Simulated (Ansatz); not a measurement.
# SnSe under changes of volume

One of the cells (27.271 Å³/atom); the others are scaled copies at fixed shape and fractional positions:

```
Sn Se
1.0
     0.00000    3.01000    3.01000
     3.01000    0.00000    3.01000
     3.01000    3.01000    0.00000
Sn Se
1 1
Direct
  0.00000 0.00000 0.00000
  0.50000 0.50000 0.50000
```

Measurements of this composition are mostly on another form, of space group No. 62.

- Program: Ansatz 0.2.0
- Functional: PBEsol
- Potentials or basis: all-electron LAPW, scalar-relativistic
- Cutoff: 207 eV (chosen from the basis error)
- Basis error allowed: 0.0005 eV/atom
- k mesh: 8 × 8 × 8
- Occupations: fermi-dirac, width 0.05 eV
- Spin: no spin polarisation

```csv
volume (Å³/atom),energy over the lowest point (meV/atom),pressure (GPa),gap on the mesh (eV)
25.635,2.76,1.5,0.76
26.180,0.00,0.2,0.75
26.725,?,?,?
27.271,6.21,-1.9,0.65
27.816,14.37,-2.8,0.57
28.362,25.44,-3.6,0.49
28.907,39.11,-4.4,0.41
```

Q: What does the run at 26.725 Å³/atom give?

A: Energy over the lowest point 1.29 meV/atom; pressure -0.9 GPa; gap on the mesh 0.73 eV.

Worked out: A Birch-Murnaghan fit of order 3 (a polynomial in V^(-2/3)) to the other rows has its minimum at 26.27 Å³/atom with B0 = V·E''(V) = 56 GPa and B' = 4.3. It gives 1.29 meV/atom at 26.725 Å³/atom, against the run's 1.29, and -dE/dV = -0.9 GPa, against -0.9. A parabola through the other rows of the gap, of slope -2.34 eV per unit of ln V there, gives 0.70 eV, against the run's 0.73.

Energies are extrapolated to zero smearing.

Caveats: spin-orbit coupling is left out, which moves the levels of the heavy elements.

A mesh can miss the band edges.
